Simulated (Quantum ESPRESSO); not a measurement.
The system is CuO.

```
Cu O
1.0
     2.83633    0.00000    0.00000
    -1.41816    2.45633    0.00000
     0.00000    0.00000    2.76811
Cu O
1 1
Cartesian
  0.0000 0.0000 0.0000
  1.4182 0.8188 1.3841
```

Measurements of this composition are mostly on another form, of space group No. 15.

Base run:

* Program: Quantum ESPRESSO 7.5
* Functional: LDA
* Potentials or basis: SSSP 1.3 efficiency PBE
* Cutoff: 748 eV
* Density cutoff: 5987 eV
* k mesh: 11 × 11 × 10
* Occupations: fermi-dirac, width 0.05 eV
* Spin: no spin polarisation
* Hubbard terms: Cu d U = 6 eV

Its results: band gap on the k mesh none (metal or under the smearing width); pressure -11.2 GPa.

**Question.** The run is repeated on the same cell with these changes: hubbard terms from Cu d U = 6 eV to Cu d U = 5 eV. What comes out?

**Answer.** Band gap on the k mesh none (metal or under the smearing width); pressure -12.2 GPa.

Caveats: the potentials were made for another functional, which shifts forces and pressure; an odd number of electrons without spin polarisation forces a metal; a magnetic or distorted state may lie lower; the run has no spin polarisation, though such a crystal can be magnetic; U without spin polarisation on a metal has little footing.
